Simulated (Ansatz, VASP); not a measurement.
## ZnAu in VASP and in Ansatz

```
Zn Au
1.0
     3.08276    0.00000    0.00000
     0.00000    3.08276    0.00000
     0.00000    0.00000    3.08276
Zn Au
1 1
Direct
  0.50000 0.50000 0.50000
  0.00000 0.00000 0.00000
```

Change from the starting cell: volume scaled by 0.94.

Alike in both runs: task single point; functional PBEsol; k mesh 13 × 13 × 13; occupations fermi-dirac, width 0.05 eV; no spin polarisation.

|  | VASP | Ansatz |
| --- | --- | --- |
| version | VASP 6.6.1 | Ansatz 0.2.0 |
| potentials or method | VASP PAW PBE potentials, release 64 (Zn, Au), cutoff 520 eV | all-electron LAPW, scalar-relativistic |

```csv
,VASP,Ansatz,Ansatz less VASP
pressure (GPa),7.3,7.1,-0.19
```

Ansatz ran all-electron here, so the differences hold the error of VASP's frozen core and of both bases.

Caveats: the PAW data sets were made with another functional, which shifts forces and pressure a little (VASP). Spin-orbit coupling is left out, which matters for the levels of Au.
